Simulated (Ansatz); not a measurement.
We consider chalcopyrite CuInS₂, described by LDA (plane waves, PAW; Ansatz, a quantum-chemistry and plane-wave program).

Run with plane-wave cutoff 520 eV, 10×10×10 k mesh, Fermi–Dirac smearing 0.01 eV, no spin polarisation, scalar-relativistic PAW data made under PBE.

Computed points:

| V (Å³/atom) | E − E_lowest (meV/atom) | P (GPa) |
|---|---|---|
| 19.307 | 9.11 | 3.78 |
| 19.709 | 2.18 | 1.78 |
| 20.112 | 0.00 | 0.00 |
| 20.514 | 2.03 | -1.58 |
| 20.916 | 7.80 | -2.99 |

Problem. Estimate the bulk modulus from the pressures at 19.709 and 20.514 Å³/atom, and compare it with a fit to all energies.

Solution. B = −V dP/dV. Between V = 19.709 and 20.514 Å³/atom, dP/dV = (-1.58 − (1.78))/(20.514 − 19.709) = -4.17 GPa per Å³/atom; at the midpoint 20.111 Å³/atom this gives B ≈ 83.9 GPa. The third-order Birch–Murnaghan fit gives V0 = 20.111 Å³/atom, B0 = 83.8 GPa, B′ = 4.8, which lies within 1 % of that estimate.

Shape and atoms are relaxed at each volume.

Spin–orbit coupling is not included.

Computed values are for the static lattice.
